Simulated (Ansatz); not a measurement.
Set up this calculation in Ansatz 0.2.0, as the native input.

| Quantity | Value |
| --- | --- |
| Task | single point |
| Functional | PBE |
| Potentials or basis | all-electron LAPW, scalar-relativistic |
| Cutoff | 295 eV (chosen from the basis error) |
| Basis error allowed | 0.001 eV/atom |
| k mesh | 10 × 10 × 10 |
| Occupations | fermi-dirac, width 0.05 eV |
| Spin | no spin polarisation |

Crystal: MoS2.

```xyz
3
Lattice="1.5815 0.9131 6.1233 -1.5815 0.9131 6.1233 0.0000 -1.8262 6.1233" Properties=species:S:1:pos:R:3 pbc="T T T"
Mo    0.0047   -0.0348    0.0357
S    -0.0407    0.0419   13.7479
S    -0.0208    0.0338   10.7762
```

The cell isn't the ideal one: atoms moved at random, drawn with an rms of 0.05 Å.

One way to write it, as run:

input.yaml

```yaml
crystal:
  lattice:
    - [1.58149989, 0.91307939, 6.12332821]
    - [-1.58149989, 0.91307939, 6.12332821]
    - [0.0, -1.82615878, 6.12332821]
  atoms:
    - { symbol: Mo, position: [-0.002921, -0.005895, 0.014654] }
    - { symbol: S, position: [0.743157, 0.768903, 0.733111] }
    - { symbol: S, position: [0.586237, 0.599363, 0.574267] }
kpoints:
  mp_grid: { grid: [10, 10, 10] }
scf:
  occupations: { method: fermi_dirac, width: 0.05 }
hamiltonian:
  xc: pbe
  pseudopotentials: { kind: all_electron, lapw: { basis_error: 0.001 } }
output:
  forces: true
  stress: true
  eigenvalues: true
  populations: true
```

Potentials or basis: all-electron LAPW, scalar-relativistic.

Launch:

```console
$ ansatz run input.yaml --threads 2 --pin off --max-ram 6144MiB --backend cpu --events-out ev --progress --plain --runs-dir out
```

Results of the run:

```
Pressure               : 11.6 GPa
Largest force          : 2.400 eV/Å
Band gap on the k mesh : 0.68 eV, indirect (least direct gap 1.47 eV)
```

Run time: 6.1 min on 2 threads of Intel(R) Xeon(R) Processor @ 2.50GHz (Skylake/Cascade Lake) (shared host), peak memory 1.7 GiB.
